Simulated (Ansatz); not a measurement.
Born–Oppenheimer molecular dynamics of a 20-atom NaWO3 cell at 13.50 Å³/atom, computed with Ansatz: Langevin thermostat at 2590 K, 168 steps of 2.0 fs, friction 0.005 1/fs. The run is short and the cell small, so it isn't an equilibrium average.

```yaml
crystal:
  lattice:
    - [6.699258, 0.235104, 0.246697]
    - [0.235104, 6.244813, -0.051162]
    - [0.246697, -0.051162, 6.473486]
  atoms:
    - { symbol: Na, position: [0.3789532048, 0.26146867, 0.1252604245] }
    - { symbol: Na, position: [0.9193420675, 0.5456622289, 0.7135011756] }
    - { symbol: Na, position: [0.5572332377, 0.70628475, 0.4123717982] }
    - { symbol: Na, position: [0.3818616032, 0.3643070719, 0.7482503566] }
    - { symbol: W, position: [0.8192225683, 0.1349067142, 0.2541742964] }
    - { symbol: W, position: [0.0071841906, 0.9895604959, 0.6997500473] }
    - { symbol: W, position: [0.1283640466, 0.7897658815, 0.1662751941] }
    - { symbol: W, position: [0.624447295, 0.8580127473, 0.9104303203] }
    - { symbol: O, position: [0.1199281783, 0.2245897787, 0.6751860668] }
    - { symbol: O, position: [0.596180374, 0.5635943792, 0.9147797366] }
    - { symbol: O, position: [0.7978740184, 0.829248674, 0.1448641192] }
    - { symbol: O, position: [0.0813134535, 0.1270574857, 0.0744647929] }
    - { symbol: O, position: [0.3938580205, 0.8086263509, 0.1308225948] }
    - { symbol: O, position: [0.5564540437, 0.1414229017, 0.3543872471] }
    - { symbol: O, position: [0.8154094247, 0.3775408391, 0.3809161499] }
    - { symbol: O, position: [0.1357878656, 0.5727152462, 0.3333413] }
    - { symbol: O, position: [0.0608479761, 0.9480297873, 0.4064770352] }
    - { symbol: O, position: [0.3894117971, 0.888868833, 0.7618819552] }
    - { symbol: O, position: [0.8054466019, 0.1682300371, 0.7972440414] }
    - { symbol: O, position: [0.1166519177, 0.7419867593, 0.8840328745] }
  symmetry: { detect: false }
basis:
  ecutwfc: 420
  xc_grid: 1
kpoints:
  mp_grid: { grid: [1, 1, 1], shift: [0.25, 0.25, 0.25] }
hamiltonian:
  xc: pbesol
scf:
  occupations: { method: fermi_dirac, width: 0.2232 }
  lower_state_search: "off"
  convergence: { dr2_threshold: 1.0e-05 }
output:
  forces: true
  stress: true
md:
  timestep: 2.0
  n_steps: 168
  ensemble: nvt_langevin
  friction: 0.005
  temperature: 2590.0
  initial_velocities: maxwell_boltzmann
  seed: 7949
```

```bash
ansatz run input.yaml --threads 2 --pin off --max-ram 5120MiB --backend cpu --events-out ev --progress --plain --runs-dir out
```

Method: Ansatz 0.2.0, DFT PBEsol, scalar-relativistic, plane waves, PAW.

6 frames, positions in Å (not wrapped into the cell) and forces in eV/Å:

```xyz
20
Lattice="6.699 0.235 0.247 0.235 6.245 -0.051 0.247 -0.051 6.473" Properties=species:S:1:pos:R:3:forces:R:3 pbc="T T T" time_fs=0.0 temperature_K=2460 free_energy_over_first_frame_eV=0.000
Na    2.631    1.716    0.891   -0.840    0.350    0.550
Na    6.463    3.587    4.818   -0.250   -1.870   -0.520
Na    4.001    4.521    2.771    0.190    0.290    0.010
Na    2.828    2.327    4.919    0.660    0.110   -0.740
W     5.583    1.022    1.841   -1.040    0.500    2.140
W     0.453    6.146    4.481    2.760   -1.280    1.890
W     1.087    4.954    1.068    0.560   -0.830   -1.900
W     4.610    5.458    6.004   -3.720   -1.820   -2.270
O     1.023    1.396    4.389    1.830    2.330   -0.730
O     4.352    3.613    6.040    1.390    0.850   -0.780
O     5.576    5.359    1.092    0.650   -0.240   -0.010
O     0.593    0.809    0.496   -1.190   -1.180    0.080
O     2.861    5.136    0.903    0.380    0.850    1.730
O     3.849    0.996    2.424    0.310   -1.370   -0.700
O     5.645    2.530    2.648    1.100    2.330    0.400
O     1.127    3.591    2.162    0.430   -1.090   -0.250
O     0.731    5.914    2.598   -1.590    1.750    2.110
O     3.006    5.603    4.983    4.370    1.950   -0.550
O     5.632    1.199    5.351   -4.090   -1.310    1.420
O     1.174    4.616    5.714   -1.900   -0.330   -1.890
20
Lattice="6.699 0.235 0.247 0.235 6.245 -0.051 0.247 -0.051 6.473" Properties=species:S:1:pos:R:3:forces:R:3 pbc="T T T" time_fs=68.0 temperature_K=2613 free_energy_over_first_frame_eV=-1.631
Na    2.498    1.829    1.667   -0.590   -0.170    0.380
Na    6.679    3.126    3.916    0.160    1.280    0.740
Na    3.991    4.340    2.847    0.020    0.470    0.050
Na    2.757    3.236    5.658   -1.070   -2.030   -1.360
W     5.532    1.089    2.180    0.450    0.430   -1.560
W     0.802    6.524    4.682    0.110   -5.010   -0.930
W     0.927    5.033    0.946   -7.400   -4.500    2.140
W     4.530    5.120    6.115    1.650    2.670    0.250
O     1.758    1.497    4.388    0.120    2.520    0.290
O     4.865    3.610    5.362    0.700   -1.820   -1.420
O     5.595    4.842    0.931    1.660    1.920    1.050
O     0.453    0.564    0.321   -0.160    1.810    0.460
O     2.618    4.814    0.626    6.380   -0.330    0.690
O     3.954    0.298    2.176    0.660   -0.290    1.120
O     4.810    2.572    1.504    0.170   -0.990    0.780
O     0.609    3.263    1.626    2.190    1.200   -0.600
O     1.142    5.786    2.810   -1.830    0.360   -0.710
O     3.394    5.607    4.861   -0.890    1.110   -1.640
O     5.482    0.377    5.594   -1.260   -0.510   -0.390
O     1.133    4.600    5.300   -1.090    1.880    0.660
20
Lattice="6.699 0.235 0.247 0.235 6.245 -0.051 0.247 -0.051 6.473" Properties=species:S:1:pos:R:3:forces:R:3 pbc="T T T" time_fs=134.0 temperature_K=2314 free_energy_over_first_frame_eV=0.931
Na    2.363    1.030    2.171    0.120    0.540   -0.140
Na    7.170    3.905    3.621   -1.530    0.790    0.330
Na    4.211    4.426    2.877   -0.990    1.030   -0.400
Na    2.785    3.082    5.574   -1.390   -1.290   -0.020
W     5.562    1.253    2.521   -0.520   -0.560   -0.410
W     1.127    6.500    4.799    3.900    1.080    0.560
W     0.648    4.920    0.986    2.110   -2.360   -3.960
W     4.490    4.959    5.987   -0.250    4.520    2.710
O     1.292    2.202    4.156    1.000   -7.410    2.130
O     4.786    3.768    4.778    0.400   -1.240    0.200
O     5.489    5.031    1.161   -0.950    0.330   -1.380
O     0.489    0.533    0.478    0.630    1.390   -0.150
O     2.821    5.019    0.901    1.850    1.060   -1.830
O     4.344    0.705    3.611   -0.290    0.420   -1.300
O     4.785    2.701    1.930    0.430   -0.520   -0.710
O     1.368    3.344    1.376   -1.210   -0.900    0.700
O     0.312    5.722    2.907    2.480    0.430   -2.590
O     2.971    5.662    4.874   -0.180    0.530    0.520
O     5.955    0.193    5.213   -5.890   -0.470    2.570
O     0.875    4.301    5.401    0.290    2.630    3.150
20
Lattice="6.699 0.235 0.247 0.235 6.245 -0.051 0.247 -0.051 6.473" Properties=species:S:1:pos:R:3:forces:R:3 pbc="T T T" time_fs=202.0 temperature_K=4337 free_energy_over_first_frame_eV=0.392
Na    2.462    1.110    2.443   -0.070    0.760    0.450
Na    7.075    4.106    3.864   -0.540   -0.660    0.760
Na    3.945    4.838    2.838    0.110   -0.440    0.460
Na    2.468    1.843    5.534    2.490    4.890    0.030
W     5.679    1.449    2.903   -2.100   -0.400    5.020
W     1.056    6.286    5.143   -3.250   -3.160   -9.840
W     0.577    4.878    0.693   -0.270   -0.520    3.150
W     4.258    5.442    6.191   -0.450   -6.020   -3.150
O    -0.026    1.783    4.276    2.590   -1.240   -0.980
O     4.057    3.660    5.564    0.380    5.520    1.750
O     5.380    4.706    0.904   -0.180    2.040   -0.510
O     0.772    0.985    0.062   -0.140    3.030    6.260
O     2.503    5.705    1.055    2.840   -1.070   -1.550
O     4.241    1.971    3.924    1.540   -0.500   -3.700
O     5.147    1.676    1.292   -1.030    0.160   -1.640
O     0.673    3.376    1.591    1.470   -3.090   -0.840
O     0.480    5.654    2.417   -1.520    3.410    1.540
O     3.183    6.369    4.651   -1.580   -2.600    1.250
O     5.474   -0.119    5.183    0.880   -0.720    0.940
O     1.628    4.393    5.382   -1.160    0.620    0.580
20
Lattice="6.699 0.235 0.247 0.235 6.245 -0.051 0.247 -0.051 6.473" Properties=species:S:1:pos:R:3:forces:R:3 pbc="T T T" time_fs=268.0 temperature_K=3696 free_energy_over_first_frame_eV=1.454
Na    1.748    1.892    2.023    0.300   -1.740    0.420
Na    6.585    3.999    4.016   -0.100   -0.160    0.310
Na    4.287    4.821    3.554   -1.320    2.810    0.330
Na    2.927    2.612    4.832   -0.420   -0.210    0.720
W     5.533    1.551    3.027    0.920   -3.520   -1.980
W     0.907    6.290    4.924    4.400    1.110    1.710
W     0.721    4.886    0.872    5.970    2.950   -1.690
W     4.098    5.905    6.490   -5.980   -5.110   -0.270
O     0.094    1.743    4.837   -1.280    1.060   -1.670
O     4.127    4.079    5.830   -0.670    3.720    1.460
O     5.876    4.530    1.030   -3.380   -1.810    1.260
O     1.413    0.504    0.331   -1.920   -2.320    0.230
O     3.489    5.731    1.740   -1.280   -0.930    0.200
O     4.584    2.973    3.136   -0.270   -1.260    0.160
O     4.947    0.704    1.455    2.790    2.860    2.060
O     1.970    3.599    1.077   -1.670    1.640    0.050
O     1.105    6.162    2.994   -2.820   -1.140   -0.770
O     2.991    6.517    4.797   -0.470   -0.130   -0.050
O     5.168   -0.140    5.452    6.900    2.130   -3.720
O     1.132    4.422    5.286    0.320    0.030    1.250
20
Lattice="6.699 0.235 0.247 0.235 6.245 -0.051 0.247 -0.051 6.473" Properties=species:S:1:pos:R:3:forces:R:3 pbc="T T T" time_fs=336.0 temperature_K=2823 free_energy_over_first_frame_eV=1.635
Na    1.593    1.958    1.595   -0.280   -0.320    2.030
Na    6.098    4.053    4.374    0.900   -0.700    0.870
Na    4.226    5.384    3.648   -0.970   -1.130    1.810
Na    2.849    3.137    4.931   -0.690   -0.150    0.450
W     5.327    1.348    3.024    2.470   -0.140   -0.870
W     1.079    6.456    4.752   -0.150   -0.390    4.360
W     0.925    4.622    1.027   -1.030    3.380   -1.970
W     3.939    6.401    6.671    1.670    2.950   -1.290
O     0.807    1.705    3.921   -1.130    2.650   -1.830
O     3.937    4.895    6.000   -0.940   -6.150   -1.560
O     6.667    3.670    2.135   -1.400    0.200    0.450
O     1.124    0.388    0.501   -0.280   -1.830   -0.950
O     3.650    5.984    1.916   -1.750   -0.110    0.230
O     4.500    2.685    3.694   -0.860    2.130    1.090
O     4.912    1.338    1.315    0.100    0.800   -0.940
O     2.349    3.760    1.105    2.630   -1.140    0.240
O    -0.302    5.759    3.323    1.920   -0.360   -2.320
O     3.098    7.118    5.078   -2.800   -0.030   -0.550
O     5.145    0.212    5.497    3.270    2.230    0.470
O     1.211    4.670    5.512   -0.650   -1.890    0.290
```

Over the second half the temperature averages 3500 K and the pressure (kinetic part included, positive in compression) 8.2 GPa. Mean square displacements at the end: Na 0.78 Å², O 2.23 Å², W 0.74 Å² (from the start of this run, the atoms' common shift taken off).

One k point is coarse for so small a cell, so forces and above all the pressure are rough.

Time: 5.5 min on 2 threads of Arm Neoverse V1, on a shared host, peak memory 0.46 GiB.